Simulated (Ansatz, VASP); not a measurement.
**Ti3Al: VASP beside Ansatz**

```
Ti Al
1.0
     0.00000    3.23178    3.23178
     3.23178    0.00000    3.23178
     3.23178    3.23178    0.00000
Ti Al
3 1
Cartesian
  4.8477 4.8477 4.8477
  1.6159 1.6159 1.6159
  0.0000 0.0000 0.0000
  3.2318 3.2318 3.2318
```

The cell comes from a database or a generator and needn't be the stable form of this composition.

Alike in both runs: task single point; functional r2SCAN; k mesh 6 × 6 × 6; no spin polarisation.

```csv
,VASP,Ansatz
version,VASP 6.6.1,Ansatz 0.2.0
potentials or method,"VASP PAW PBE potentials, release 64 (Ti_sv, Al)","plane waves, PAW"
plane-wave cutoff (eV),520,600
occupations,"methfessel-paxton of order 1, width 0.15 eV","cold, width 0.15 eV"
valence electrons in the cell,39,39
```

```csv
,VASP,Ansatz,Ansatz less VASP
pressure (GPa),-1.9,-2.2,-0.31
```

Ansatz warned: «stress_scf_threshold_loose».

Caveats: the PAW data sets were made with another functional, which shifts forces and pressure a little (VASP).
